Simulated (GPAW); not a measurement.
The system is TiO2 (Anatase).

```
Ti O
1.0
    -1.89210    1.89210    4.75730
     1.89210   -1.89210    4.75730
     1.89210    1.89210   -4.75730
Ti O
2 4
Direct
  0.75000 0.25000 0.50000
  0.00000 0.00000 0.00000
  0.79190 0.79190 0.00000
  0.54190 0.04190 0.50000
  0.95810 0.45810 0.50000
  0.20810 0.20810 0.00000
```

Base run:

```yaml
Program: GPAW 26.7.0
Functional: LDA
Potentials_or_basis: the program's PAW data sets (release 1.2.1) made for this functional
Cutoff: 800 eV
Basis: pw
k_mesh: 7 × 7 × 7
Occupations: fermi-dirac, width 0.05 eV
Spin: no spin polarisation
```

Its results: band gap on the k mesh 2.02 eV, indirect (least direct gap 2.37 eV); pressure -5.6 GPa; largest force 0.088 eV/Å.

**Question.** The run is repeated on the same cell with these changes: cutoff from 800 eV to 650 eV. What comes out?

**Answer.** Band gap on the k mesh 2.02 eV, indirect (least direct gap 2.37 eV); pressure -8.5 GPa; largest force 0.087 eV/Å.

Caveats: the cutoff is short for stress and forces, so pressures can be off by a GPa or more (some runs); an odd mesh through Γ misses points on the zone boundary, where band edges often lie (some runs).

Not every run made on this cell is shown here.
